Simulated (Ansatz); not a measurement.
As:

```xyz
1
Lattice="2.7037 0.0000 0.0000 0.0000 2.7037 0.0000 0.0000 0.0000 2.7037" Properties=species:S:1:pos:R:3 pbc="T T T"
As    1.3518    1.3518    1.3518
```

This isn't the form of As at room conditions, which is rhombohedral.

```yaml
Program: Ansatz 0.2.0
Task: relaxation of cell and atoms
Functional: PBEsol
Dispersion: D3(BJ)
Potentials_or_basis: Ansatz PAW
Cutoff: "420 eV (not typed: the program's choice for these potentials)"
k_mesh: 10 × 10 × 10
Occupations: fermi-dirac, width 0.05 eV
Spin: no spin polarisation
```

At the start: volume 19.76 Å³/atom.

Q: How do energy, volume and symmetry change on relaxing?

A: It ends after 5 steps and the volume is 18.70 Å³/atom (-5.4 %); space group Pm-3m (No. 221, to 0.05 Å).

Step by step:
```
step  energy change (eV)  largest force (eV/Å)  volume (Å³)
   1              0.0000                0.0000        19.76
   2             -0.0139                0.0000        18.25
   3             -0.0172                0.0000        18.75
   4             -0.0172                0.0000        18.70
   5             -0.0171                0.0000        18.70
```

Final structure:
```
As
1.0
     2.65427    0.00000    0.00000
     0.00000    2.65427    0.00000
     0.00000    0.00000    2.65427
As
1
Cartesian
  1.3271 1.3271 1.3271
```

Caveat: the plane-wave basis is chosen anew once the cell has moved, so the energies of steps on either side of that aren't comparable; pairwise dispersion overbinds metals, which lowers pressure and volume; the PAW data sets come from PBE, with cores solved anew for the run's functional, which leaves a small shift of forces and pressure.
